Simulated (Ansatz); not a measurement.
# Ruthenium, diamond under PBE: ground state and equation of state, part 2 of 2

The plan for ruthenium in the diamond structure: relax it, solve it on a dense k-mesh, then scale the cell to 7 volumes from 88 to 112 % of the relaxed one and try a fit of the equation of state. The start is ferromagnetic. The k-meshes are 10×10×10 for the relaxation; 16×16×16 for the dense run; 11×11×11 for the volumes.

Ansatz 0.2.0; DFT, PBE, plane waves (420 eV) with PAW, scalar-relativistic. The steps go on from the part before.

### Step 6. Equation of state: 96 %

This is Ru in the diamond structure; at room conditions it is hcp.

The input, input.yaml:

```yaml
crystal:
  lattice:
    - [0.0, 2.6903139191, 2.6903139191]
    - [2.6903139191, 0.0, 2.6903139191]
    - [2.6903139191, 2.6903139191, 0.0]
  atoms:
    - { symbol: Ru, position: [0.125, 0.125, 0.125], spin: 1.0 }
    - { symbol: Ru, position: [0.875, 0.875, 0.875], spin: 1.0 }
hamiltonian:
  xc: pbe
  pseudopotentials:
    kind: paw
    azcp:
      Ru: "pseudopotentials/Ru.paw.azcp"
basis:
  ecutwfc: 420
  fft_grid_basis: typed
kpoints:
  mp_grid: { grid: [11, 11, 11], shift: [0, 0, 0] }
magnetization:
  spin_polarized: true
scf:
  occupations: { method: fermi_dirac, width: 0.05 }
  lower_state_search: "off"
output:
  stress: true
```

Command:

```sh
ansatz run input.yaml --threads 2 --pin off --max-ram 6144MiB --backend cpu --events-out ev --progress --plain --runs-dir out
```

Log, shortened:

```text
Warning: RAYON_NUM_THREADS=2 ignored (pool sized by the plan → 2); use --threads N
[...]
Pseudopotentials: kind: paw
Pseudopotential: Ru, paw, valence charge 16, recommended cutoff 420 eV (normal), <dir>
Functional definition: PBE
[...]
Crystal: 2 atoms, lattice volume = 38.944 Å³
Basis set: ecut = 420 eV, 749 PW (Γ)
Bands: 21, of which v1, the nominal top of the filled ones, is band 16 counted from 1 (15 counted from 0)
Symmetry: 48 space group operations
Space group: Fd-3m (ITA 227), of the structure as read, at distance tolerance 3.4e-5 Å
[...]
WARN: the starting moments were not kept: the SCF closed with an absolute magnetisation of 4.1e-6 μB, where they sum to 2 μB in size (2 sites). That is at most 0.1 of that sum. Measured as dr2_m measures the in/out step, that magnetisation stands 3.2e-12 eV from none, at or under the [...]
Magnetization: -0.0000 μB (16.0000 up, 16.0000 down)
Absolute magnetization: 0.0000 μB (∫|ρ↑−ρ↓|, with the PAW one-centre terms)
Spin contamination: 0.0000 ħ² per cell (⟨S²⟩ above its minimum at these occupations)
Per-site moments (μB) at R_I (Å): [(-1.3155782252295765e-6, 0.9610755817143826), (-1.3155782250924397e-6, 0.9610755817143826)]
Free energy (F): -11754.980106 eV
[...]
E sigma→0 (E₀):  -11754.972273 eV
Entropy (-TS):   -0.015666 eV (-7.833 meV/atom)
Fermi energy:    14.999242 eV
[...]
--- Stress (GPa, compression-positive) ---
        7.383721      -0.000000      -0.000000
        0.000000       7.383721       0.000000
       -0.000000      -0.000000       7.383721
  P = ⅓ Tr σ = 7.3837 GPa (73.837 kbar)
```

Wall time 3.5 s (2 threads of Intel Xeon Platinum 8259CL at 2.50GHz (Skylake/Cascade Lake), shared host); peak memory 0.37 GiB.

### Step 7. Equation of state: 100 %

Edit input.yaml of step 6 so:

```diff
@@ -2,5 +2,5 @@
   lattice:
-    - [0.0, 2.6903139191, 2.6903139191]
-    - [2.6903139191, 0.0, 2.6903139191]
-    - [2.6903139191, 2.6903139191, 0.0]
+    - [0.0, 2.7271721146, 2.7271721146]
+    - [2.7271721146, 0.0, 2.7271721146]
+    - [2.7271721146, 2.7271721146, 0.0]
   atoms:
@@ -26 +26,5 @@
   stress: true
+  write_density: true
+  write_potential: true
+  elf: true
+  volumetric_format: npy
```

Command:

```sh
ansatz run input.yaml --threads 2 --pin off --max-ram 6144MiB --backend cpu --events-out ev --progress --plain --runs-dir out
```

Log:

```text
Warning: RAYON_NUM_THREADS=2 ignored (pool sized by the plan → 2); use --threads N
Engine: ansatz 0.2.0, x86_64-unknown-linux-gnu
Pseudopotentials: kind: paw
Pseudopotential: Ru, paw, valence charge 16, recommended cutoff 420 eV (normal), <dir>
Functional definition: PBE
  parameter kappa = 0.804
  parameter beta = 0.06672455060314922
  exchange = pbe_x(kappa = kappa, mu = beta*pi^2/3)
  correlation = pbe_c(beta = beta)
Crystal: 2 atoms, lattice volume = 40.567 Å³
Basis set: ecut = 420 eV, 821 PW (Γ)
Bands: 21, of which v1, the nominal top of the filled ones, is band 16 counted from 1 (15 counted from 0)
Symmetry: 48 space group operations
Space group: Fd-3m (ITA 227), of the structure as read, at distance tolerance 3.4e-5 Å
Magnetic group: BNS 227.128 (UNI 1630), of the structure as read, at distance tolerance 3.4e-5 Å
k-points: 56 of 1331
Non-local potential: Ru, projectors of the file, l = 0: 3, l = 1: 2, l = 2: 2, l = 3: 1
PAW form: soft (Blöchl's): semilocal exchange-correlation on the pseudo side does not see the compensation charge
PAW one-centre angular grid: Ru, 590 points (default); XC on 64 Gauss nodes
Initial density: superposition of atomic densities (chi_scale 0.1, normalization cell)
Starting moments: Σ|m| = 2 μB on 2 of 2 sites
Initial wavefunctions: pseudopotential atomic-orbital guess
Functional: x = pbe(κ = 0.804, μ = 0.2195149727645171), c = pbe(β = 0.06672455060314922)
SCF iter   1: F=—  HF=-11755.240432 eV  |F-HF|=—  |Δ(HF+E_count)|=         —  Δρ=7.38e-2 (↑7.38e-2 ↓3.17e-2)  dr2=1.92e0  dr2_m=6.55e-1  M=0.535 μB ∫|m|=0.541 μB  β_m=0.30  ethr=3.10e-3  ⟨swp⟩=5.4  Hψ=9610  notcnv=0
preconditioner: auto → Kerker (q_TF=auto, 2.623 Å⁻¹)  [metal: Δε(μ)=0.018 eV  Ē_g=6.040 eV  σ=0.050 eV  W_gap=0.09  n_scr=14 (ndim 8)  ℏωp=23.3 eV  f_vac=0.000  D(μ)=1.85/eV (n_scr^D=14)]
spin=Collinear: Kerker preconditioning applied to the charge; magnetization (m = ρ↑ − ρ↓) channel mixes plain (no charge-response kernel on spin).
SCF iter   2: F=—  HF=-11755.034505 eV  |F-HF|=—  |Δ(HF+E_count)|=   2.06e-1  Δρ=5.14e-2 (↑5.14e-2 ↓2.58e-2)  dr2=7.57e-1  dr2_m=3.79e-1  M=0.426 μB ∫|m|=0.436 μB  β_m=0.30  ethr=3.10e-3  ⟨swp⟩=2.0  Hψ=3728  notcnv=0  defer=20
SCF iter   3: F=—  HF=-11754.921303 eV  |F-HF|=—  |Δ(HF+E_count)|=   1.13e-1  Δρ=2.74e-2 (↑2.27e-2 ↓2.74e-2)  dr2=4.30e-2  dr2_m=2.13e-1  M=0.352 μB ∫|m|=0.365 μB  β_m=0.30  ethr=2.36e-3  ⟨swp⟩=2.1  Hψ=3869  notcnv=0  defer=21
SCF iter   4: F=—  HF=-11754.963073 eV  |F-HF|=—  |Δ(HF+E_count)|=   4.18e-2  Δρ=1.98e-2 (↑1.98e-2 ↓1.78e-2)  dr2=7.57e-3  dr2_m=1.29e-1  M=0.286 μB ∫|m|=0.297 μB  β_m=0.30  ethr=1.34e-4  ⟨swp⟩=2.5  Hψ=4992  notcnv=0  defer=21
SCF iter   5: F=—  HF=-11754.982335 eV  |F-HF|=—  |Δ(HF+E_count)|=   1.93e-2  Δρ=1.46e-2 (↑1.46e-2 ↓1.44e-2)  dr2=5.02e-4  dr2_m=7.80e-2  M=0.233 μB ∫|m|=0.244 μB  β_m=0.30  ethr=2.37e-5  ⟨swp⟩=1.7  Hψ=3063  notcnv=0  defer=21
SCF iter   6: F=—  HF=-11754.995074 eV  |F-HF|=—  |Δ(HF+E_count)|=   1.27e-2  Δρ=1.15e-2 (↑1.15e-2 ↓1.12e-2)  dr2=7.31e-5  dr2_m=4.78e-2  M=0.190 μB ∫|m|=0.200 μB  β_m=0.30  ethr=1.57e-6  ⟨swp⟩=2.0  Hψ=4057  notcnv=0  defer=21
SCF iter   7: F=—  HF=-11755.002656 eV  |F-HF|=—  |Δ(HF+E_count)|=   7.58e-3  Δρ=8.94e-3 (↑8.90e-3 ↓8.94e-3)  dr2=1.46e-5  dr2_m=2.96e-2  M=0.154 μB ∫|m|=0.164 μB  β_m=0.30  ethr=2.29e-7  ⟨swp⟩=2.0  Hψ=4058  notcnv=0  defer=21
Mixer restart at iter 7: flushing history
spin-set hold released at iteration 7 (site moments contracting): the magnetisation degrees of freedom join the quasi-Newton model from the next iteration; the mixer history was flushed
SCF iter   8: F=—  HF=-11755.007479 eV  |F-HF|=—  |Δ(HF+E_count)|=   4.82e-3  Δρ=7.07e-3 (↑7.03e-3 ↓7.07e-3)  dr2=1.12e-5  dr2_m=1.85e-2  M=0.125 μB ∫|m|=0.134 μB  β_m=0.58  ethr=4.56e-8  ⟨swp⟩=2.4  Hψ=4434  notcnv=0  defer=21
SCF iter   9: F=—  HF=-11755.015928 eV  |F-HF|=—  |Δ(HF+E_count)|=   8.45e-3  Δρ=1.07e-3 (↑1.07e-3 ↓1.07e-3)  dr2=1.80e-6  dr2_m=4.25e-4  M=0.023 μB ∫|m|=0.028 μB  β_m=0.82  ethr=3.51e-8  ⟨swp⟩=3.0  Hψ=5997  notcnv=0  defer=21
SCF iter  10: F=—  HF=-11755.016237 eV  |F-HF|=—  |Δ(HF+E_count)|=   3.09e-4  Δρ=1.89e-4 (↑1.89e-4 ↓1.84e-4)  dr2=3.19e-7  dr2_m=1.29e-5  M=0.003 μB ∫|m|=0.006 μB  β_m=0.91  ethr=5.62e-9  ⟨swp⟩=3.0  Hψ=6017  notcnv=0  defer=21
iter 11 did not close the SCF: its close was put off for a magnetic moment that had not settled (scf_convergence_deferred on its scf_iter line)
SCF iter  11: F=-11755.016256 eV  HF=-11755.016256 eV  |F-HF|=1.34e-7  |Δ(HF+E_count)|=   1.94e-5  Δρ=1.64e-5 (↑1.53e-5 ↓1.64e-5)  dr2=2.96e-8  dr2_m=8.92e-8  M=-0.000 μB ∫|m|=0.000 μB  β_m=0.96  ethr=3.13e-10  ⟨swp⟩=11.6  Hψ=19865  notcnv=0
iter 12 did not close the SCF: its close was put off for a magnetic moment that had not settled (scf_convergence_deferred on its scf_iter line)
SCF iter  12: F=-11755.016256 eV  HF=-11755.016256 eV  |F-HF|=3.63e-9  |Δ(HF+E_count)|=   1.92e-7  Δρ=2.49e-6 (↑2.49e-6 ↓2.11e-6)  dr2=3.75e-9  dr2_m=1.04e-9  M=-0.000 μB ∫|m|=0.000 μB  β_m=0.98  ethr=9.24e-11  ⟨swp⟩=5.5  Hψ=14396  notcnv=0
SCF iter  13: F=-11755.016256 eV  HF=-11755.016256 eV  |F-HF|=1.47e-10  |Δ(HF+E_count)|=   4.41e-9  Δρ=6.44e-7 (↑6.44e-7 ↓5.63e-7)  dr2=9.00e-10  dr2_m=1.80e-11  M=-0.000 μB ∫|m|=0.000 μB  ethr=1.17e-11  ⟨swp⟩=4.5  Hψ=12312  notcnv=0
WARN: the starting moments were not kept: the SCF closed with an absolute magnetisation of 5.5e-6 μB, where they sum to 2 μB in size (2 sites). That is at most 0.1 of that sum. Measured as dr2_m measures the in/out step, that magnetisation stands 6.4e-12 eV from none, at or under the dr2_threshold of 1.0e-7 eV: it is no larger than a step whose dr2_m would equal this threshold. The system may hold no moment; this SCF shows only that its start led to no more than that. To try another start: raise the starting moments (crystal.atoms[].spin, magnetization.per_species, magnetization.initial_magnetization, or on a non-collinear deck that types none of these the spinor_matrix: blocks that start its atoms; where the total moment is fixed, keep their sum and leave initial_magnetization as it is; typed ones take the place of any that the run laid by itself, positive ones on a crystal's lanthanoids without a Hubbard term where scf.initial_density.shell_occupations: [] is typed) or, if the notice of its spin-set hold's release reads "site moments contracting" or "site moments show no strong build", lengthen the hold (scf.mixing.spin_hold: { on: { confirm: 4 } }; for m-r²SCAN on two components see the key's manual first). Each may lead to a state that holds a moment. A second SCF, from the converged charge density, with the starting moments and any scf.initial_density.shell_occupations laid on it anew, would have followed, and was not run: the deck does not ask for one (magnetization.retry_lost_moments is false, the default). To let it run, set magnetization.retry_lost_moments: true and run the deck again, where that key's refused combinations let it; where memory then withholds it, that run's warning says so.
SCF 1 converged in 13 iterations: F = -11755.016256 eV  dr2 = 9.00e-10
SCF converged after 13 iterations
Magnetization: -0.0000 μB (16.0000 up, 16.0000 down)
Absolute magnetization: 0.0000 μB (∫|ρ↑−ρ↓|, with the PAW one-centre terms)
Spin contamination: 0.0000 ħ² per cell (⟨S²⟩ above its minimum at these occupations)
Per-site moments (μB) at R_I (Å): [(-1.9301019926249413e-6, 0.9742426368411519), (-1.930101992365671e-6, 0.9742426368411519)]
Free energy (F): -11755.016256 eV
Harris-Foulkes:  -11755.016256 eV  (|F-HF|=1.47e-10)
Internal energy: -11754.999905 eV  (E = F + TS)
E sigma→0 (E₀):  -11755.008081 eV
Entropy (-TS):   -0.016351 eV (-8.175 meV/atom)
Fermi energy:    14.178603 eV
--- Per-component energies (eV) ---
  E_band       = -392.001142
  E_kinetic    = 1029.272639
  E_local      = -3874.100470  (includes V_loc(G=0)·N_el)
  E_nonlocal   = 690.339451
  E_hartree    = 1341.877816
  E_xc         = -378.199323
  E_vxc        = -474.359926  (∫ρ·V_xc dr)
  E_paw        = -6923.531353  (= ΣΔE_a)
  E_vpaw       = -446.906522  (= ΣTr[D̂ρ^β])
  E_aug_tail   = -0.000397  (compensation charges beyond the density's cutoff)
  E_ewald      = -3640.658269
  E_smearing   = -0.016351  (= −TS)
  E_closure    = -0.000000  (closes the sum)
  Σ components = -11755.016256   (vs F -11755.016256, Δ=0.00e0)
--- Stress (GPa, compression-positive) ---
        0.034943      -0.000000       0.000000
        0.000000       0.034943       0.000000
        0.000000      -0.000000       0.034943
  P = ⅓ Tr σ = 0.0349 GPa (0.349 kbar)
--- Band table (eV; the first three rows and the last of 112) ---
  k-point 0 ↑: bands = ["-58.7151", "-58.2137", "-28.9386", "-28.9386", "-28.9386", "-28.0634", "-28.0634", "-28.0634", "8.6882", "10.4005", "10.4005", "10.9829", "10.9829", "10.9829", "13.7118", "13.7118", "13.7118", "16.0158", "16.0158", "26.7281", "27.1809"]
  k-point 1 ↑: bands = ["-58.7077", "-58.2214", "-28.9470", "-28.9470", "-28.9369", "-28.0653", "-28.0545", "-28.0545", "8.8389", "10.3220", "10.3220", "10.9800", "11.1127", "11.1127", "13.5897", "13.6877", "13.6877", "16.0109", "16.0109", "25.4433", "26.6917"]
  k-point 2 ↑: bands = ["-58.6866", "-58.2435", "-28.9688", "-28.9688", "-28.9326", "-28.0703", "-28.0316", "-28.0316", "9.2579", "10.2309", "10.2309", "10.9928", "11.3088", "11.3088", "13.2868", "13.6737", "13.6737", "15.9830", "15.9830", "23.3958", "25.6187"]
  k-point 55 ↓: bands = ["-58.4905", "-58.4438", "-29.1424", "-29.1202", "-28.5629", "-28.4396", "-27.8750", "-27.8549", "9.6305", "9.7511", "11.2027", "11.5614", "12.1239", "12.5108", "12.7288", "13.0072", "16.2302", "16.2540", "17.1405", "17.6974", "18.1368"]
```

It took 4.7 s on 2 threads of Intel Xeon Platinum 8259CL at 2.50GHz (Skylake/Cascade Lake), shared host; peak memory 0.38 GiB.

The maps below are laid out on this run's own conventional cell (a, b, c = 5.454, 5.454, 5.454 Å).

Density in a lattice plane of the grid's cell (edges 5.45 and 5.45 Å, at 0.125 of the third edge), which holds Ru. It is the smooth density of the valence electrons, not physical close to the nuclei.

Ten even steps from ' ' (0.04 e/Å³) to '@' (9.78 e/Å³):
```
                                                
                                                
                                                
                                                
                          ..::--::..            
                        ..==**##**==..          
                        --**@@@@@@**--..        
                      ..--**@@@@@@**--          
                        ..==**##**==..          
                          ..::--::..            
                                                
                                                
                                                
                                                
  ..::--::..                                    
..==**##**==..                                  
--**@@@@@@**--..                                
--**@@@@@@**--                                ..
..==**##**==..                                  
  ..::--::..                                    
```
Columns run along the first of these edges and rows up along the second, over one cell in 24 and 20 even steps from the bottom left corner. Atoms in the plane (fractional): Ru at (0.12, 0.12), Ru at (0.62, 0.62).

### Step 8. Equation of state: 104 %

Edit input.yaml of step 7 so:

```diff
@@ -2,5 +2,5 @@
   lattice:
-    - [0.0, 2.7271721146, 2.7271721146]
-    - [2.7271721146, 0.0, 2.7271721146]
-    - [2.7271721146, 2.7271721146, 0.0]
+    - [0.0, 2.7630600737, 2.7630600737]
+    - [2.7630600737, 0.0, 2.7630600737]
+    - [2.7630600737, 2.7630600737, 0.0]
   atoms:
@@ -26,5 +26 @@
   stress: true
-  write_density: true
-  write_potential: true
-  elf: true
-  volumetric_format: npy
```

Command:

```sh
ansatz run input.yaml --threads 2 --pin off --max-ram 6144MiB --backend cpu --events-out ev --progress --plain --runs-dir out
```

Log, shortened:

```text
Warning: RAYON_NUM_THREADS=2 ignored (pool sized by the plan → 2); use --threads N
[...]
Pseudopotentials: kind: paw
Pseudopotential: Ru, paw, valence charge 16, recommended cutoff 420 eV (normal), <dir>
Functional definition: PBE
[...]
Crystal: 2 atoms, lattice volume = 42.189 Å³
Basis set: ecut = 420 eV, 869 PW (Γ)
Bands: 21, of which v1, the nominal top of the filled ones, is band 16 counted from 1 (15 counted from 0)
Symmetry: 48 space group operations
Space group: Fd-3m (ITA 227), of the structure as read, at distance tolerance 3.5e-5 Å
[...]
WARN: the starting moments were not kept: the SCF closed with an absolute magnetisation of 7.4e-6 μB, where they sum to 2 μB in size (2 sites). That is at most 0.1 of that sum. Measured as dr2_m measures the in/out step, that magnetisation stands 1.1e-11 eV from none, at or under the [...]
Magnetization: -0.0000 μB (16.0000 up, 16.0000 down)
Absolute magnetization: 0.0000 μB (∫|ρ↑−ρ↓|, with the PAW one-centre terms)
Spin contamination: 0.0000 ħ² per cell (⟨S²⟩ above its minimum at these occupations)
Per-site moments (μB) at R_I (Å): [(-2.598019366955798e-6, 0.9870630891027653), (-2.5980193672366043e-6, 0.9870630891027653)]
Free energy (F): -11754.985888 eV
[...]
E sigma→0 (E₀):  -11754.977382 eV
Entropy (-TS):   -0.017012 eV (-8.506 meV/atom)
Fermi energy:    13.421612 eV
[...]
--- Stress (GPa, compression-positive) ---
       -5.806749      -0.000000      -0.000000
        0.000000      -5.806749       0.000000
        0.000000      -0.000000      -5.806749
  P = ⅓ Tr σ = -5.8067 GPa (-58.067 kbar)
```

Run time: 3.5 s. Hardware: 2 threads of Intel Xeon Platinum 8259CL at 2.50GHz (Skylake/Cascade Lake), shared host; peak memory 0.38 GiB.

### Step 9. Equation of state: 108 %

Edit input.yaml of step 8 so:

```diff
@@ -2,5 +2,5 @@
   lattice:
-    - [0.0, 2.7630600737, 2.7630600737]
-    - [2.7630600737, 0.0, 2.7630600737]
-    - [2.7630600737, 2.7630600737, 0.0]
+    - [0.0, 2.798039231, 2.798039231]
+    - [2.798039231, 0.0, 2.798039231]
+    - [2.798039231, 2.798039231, 0.0]
   atoms:
```

Command:

```sh
ansatz run input.yaml --threads 2 --pin off --max-ram 6144MiB --backend cpu --events-out ev --progress --plain --runs-dir out
```

Log, shortened:

```text
Warning: RAYON_NUM_THREADS=2 ignored (pool sized by the plan → 2); use --threads N
[...]
Pseudopotentials: kind: paw
Pseudopotential: Ru, paw, valence charge 16, recommended cutoff 420 eV (normal), <dir>
Functional definition: PBE
[...]
Crystal: 2 atoms, lattice volume = 43.812 Å³
Basis set: ecut = 420 eV, 869 PW (Γ)
Bands: 21, of which v1, the nominal top of the filled ones, is band 16 counted from 1 (15 counted from 0)
Symmetry: 48 space group operations
Space group: Fd-3m (ITA 227), of the structure as read, at distance tolerance 3.5e-5 Å
[...]
WARN: the starting moments were not kept: the SCF closed with an absolute magnetisation of 3.4e-6 μB, where they sum to 2 μB in size (2 sites). That is at most 0.1 of that sum. Measured as dr2_m measures the in/out step, that magnetisation stands 1.8e-12 eV from none, at or under the [...]
Magnetization: 0.0000 μB (16.0000 up, 16.0000 down)
Absolute magnetization: 0.0000 μB (∫|ρ↑−ρ↓|, with the PAW one-centre terms)
Spin contamination: 0.0000 ħ² per cell (⟨S²⟩ above its minimum at these occupations)
Per-site moments (μB) at R_I (Å): [(-3.961344186031558e-7, 0.9995588851179836), (-3.9613441870588404e-7, 0.9995588851179836)]
Free energy (F): -11754.902713 eV
[...]
E sigma→0 (E₀):  -11754.893881 eV
Entropy (-TS):   -0.017664 eV (-8.832 meV/atom)
Fermi energy:    12.721437 eV
[...]
--- Stress (GPa, compression-positive) ---
      -10.438568      -0.000000       0.000000
        0.000000     -10.438568       0.000000
       -0.000000       0.000000     -10.438568
  P = ⅓ Tr σ = -10.4386 GPa (-104.386 kbar)
```

It took 3.9 s on 2 threads of Intel Xeon Platinum 8259CL at 2.50GHz (Skylake/Cascade Lake), shared host; peak memory 0.38 GiB.

### Step 10. Equation of state: 112 %

Edit input.yaml of step 9 so:

```diff
@@ -2,5 +2,5 @@
   lattice:
-    - [0.0, 2.798039231, 2.798039231]
-    - [2.798039231, 0.0, 2.798039231]
-    - [2.798039231, 2.798039231, 0.0]
+    - [0.0, 2.8321650239, 2.8321650239]
+    - [2.8321650239, 0.0, 2.8321650239]
+    - [2.8321650239, 2.8321650239, 0.0]
   atoms:
@@ -26 +26,5 @@
   stress: true
+  write_density: true
+  write_potential: true
+  elf: true
+  volumetric_format: npy
```

Command:

```sh
ansatz run input.yaml --threads 2 --pin off --max-ram 6144MiB --backend cpu --events-out ev --progress --plain --runs-dir out
```

Log, shortened:

```text
Warning: RAYON_NUM_THREADS=2 ignored (pool sized by the plan → 2); use --threads N
[...]
Pseudopotentials: kind: paw
Pseudopotential: Ru, paw, valence charge 16, recommended cutoff 420 eV (normal), <dir>
Functional definition: PBE
[...]
Crystal: 2 atoms, lattice volume = 45.434 Å³
Basis set: ecut = 420 eV, 893 PW (Γ)
Bands: 21, of which v1, the nominal top of the filled ones, is band 16 counted from 1 (15 counted from 0)
Symmetry: 48 space group operations
Space group: Fd-3m (ITA 227), of the structure as read, at distance tolerance 3.6e-5 Å
[...]
WARN: the starting moments were not kept: the SCF closed with an absolute magnetisation of 2.2e-6 μB, where they sum to 2 μB in size (2 sites). That is at most 0.1 of that sum. Measured as dr2_m measures the in/out step, that magnetisation stands 6.1e-13 eV from none, at or under the [...]
Spin contamination: 0.0000 ħ² per cell (⟨S²⟩ above its minimum at these occupations)
Per-site moments (μB) at R_I (Å): [(-4.4627570855311076e-7, 1.0117498290929543), (-4.4627570866025624e-7, 1.0117498290929543)]
Free energy (F): -11754.777751 eV
[...]
E sigma→0 (E₀):  -11754.768592 eV
Entropy (-TS):   -0.018318 eV (-9.159 meV/atom)
Fermi energy:    12.072145 eV
[...]
--- Stress (GPa, compression-positive) ---
      -14.093519      -0.000000      -0.000000
       -0.000000     -14.093519      -0.000000
       -0.000000       0.000000     -14.093519
  P = ⅓ Tr σ = -14.0935 GPa (-140.935 kbar)
--- Band table (eV; the first three rows and the last of 112) ---
[... band rows left out ...]
[...]
```

Run time: 6 s. Hardware: 2 threads of Intel Xeon Platinum 8259CL at 2.50GHz (Skylake/Cascade Lake), shared host; peak memory 0.4 GiB.

### Step 11. The equation of state

All volumes keep the relaxed shape and fractional coordinates.

| V (Å³/atom) | E − E₀ (meV/atom) | P from the stress (GPa) | P from the fit (GPa) |
| --- | --- | --- | --- |
| 17.849 | 189.8 | 28.22 | 28.23 |
| 18.661 | 77.6 | 16.62 | 16.57 |
| 19.472 | 17.9 | 7.38 | 7.34 |
| 20.283 | 0.0 | 0.03 | 0.01 |
| 21.095 | 15.3 | -5.81 | -5.83 |
| 21.906 | 57.1 | -10.44 | -10.47 |
| 22.717 | 119.7 | -14.09 | -14.16 |

A third-order Birch-Murnaghan fit gives V₀ = 20.284 Å³/atom, B₀ = 163 GPa and B₀′ = 4.7; it misses no point by more than 0.05 meV/atom.

### Step 12. Results

What follows sums up all 2 parts.

| quantity | value |
| --- | --- |
| space group (spins left aside) | Fd-3m (No. 227) |
| conventional cell | a = 5.454 Å |
| volume | 20.283 Å³/atom |
| shortest distance | 2.362 Å |
| gap on the mesh | none (levels filled in part) |
| magnetic state | non-magnetic |
| relative to hcp | +1186 meV/atom |
| V₀, B₀, B₀′ | 20.284 Å³/atom, 163 GPa, 4.7 |

**Reading.** From the guessed start the volume grew by 10.8 % in 5 steps. It lies 1186 meV/atom above the element's reference form at the same level (hcp, from a run of its own), so it is far from stable. The moments die out: the run ends non-magnetic. Levels at the Fermi energy are filled in part, as in a metal. The fitted modulus is 163 GPa. The symmetry was held, so the structure may be unstable against distortions that break it.
